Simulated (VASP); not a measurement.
Set up this calculation in VASP 6.6.1, as the native input.

```yaml
Task: relaxation of cell and atoms
Functional: PBE
Potentials_or_basis: VASP PAW PBE potentials, release 64 (Ni)
Cutoff: 520 eV
k_mesh: 21 × 21 × 21
Occupations: gaussian, width 0.1 eV
Spin: collinear spin, ferromagnetic start
Starting_moments: "[1.0] μB"
Further_INCAR_settings: ALGO = Normal; EDIFF = 1e-06; IBRION = 2; EDIFFG = -0.01; NSW = 90; ISIF = 3
```

The structure of Ni lies in POSCAR:

```
Ni
1.0
    0.0000000000      1.7619350000      1.7619350000
    1.7619350000      0.0000000000      1.7619350000
    1.7619350000      1.7619350000      0.0000000000
Ni
1
Direct
    0.0000000000      0.0000000000      0.0000000000
```

The input as run:

INCAR

```
PREC     = Accurate       # precision mode
ENCUT    = 520            # plane-wave cutoff, eV
EDIFF    = 1E-6           # SCF threshold, eV
ISMEAR   = 0              # smearing method
SIGMA    = 0.1            # smearing width, eV
LREAL    = F              # projectors in reciprocal space
LASPH    = T              # aspherical terms in the spheres
NELM     = 120            # most SCF steps
ALGO     = Normal         # electronic algorithm
ISIF     = 3              # what is computed and relaxed
LWAVE    = F              # write WAVECAR
LCHARG   = F              # write CHGCAR
ISPIN    = 2              # spin polarisation
MAGMOM   = 1              # initial moments
LORBIT   = 11             # projections on sites
LMAXMIX  = 4              # l up to which the mixer works
GGA      = PE             # functional
IBRION   = 2              # ionic algorithm
NSW      = 90             # ionic steps
EDIFFG   = -0.01          # ionic threshold
```

KPOINTS

```
Automatic mesh
0
Gamma
  21 21 21
```

Potentials or basis: VASP PAW PBE potentials, release 64 (Ni).

Launch:

```bash
$ cat potpaw_PBE.64/Ni/POTCAR > POTCAR
$ mpirun -np 1 vasp_std > vasp.out
```

Results of the run:

```
Relaxed volume                                        : 10.88 Å³/atom
Relaxed cell                                          : a = 2.487 Å, b = 2.487 Å, c = 2.487 Å, α = 60.00°, β = 60.00°, γ = 60.00°
Space group after relaxing (to 0.05 Å)                : Fm-3m (No. 225)
Energy gained by relaxing                             : 0.2 meV/atom
Ionic steps                                           : 3
Pressure after relaxing                               : 0.0 GPa
Band gap on the k mesh                                : none (metal or under the smearing width)
Net moment                                            : 0.61 μB per cell
Site moments                                          : Ni +0.62 μB
Valence electrons inside the program's atomic spheres : Ni 9.31
```

Wall time 53 s on 1 thread of Intel(R) Xeon(R) 6975P-C (Granite Rapids), on a shared host, peak memory 0.17 GiB.
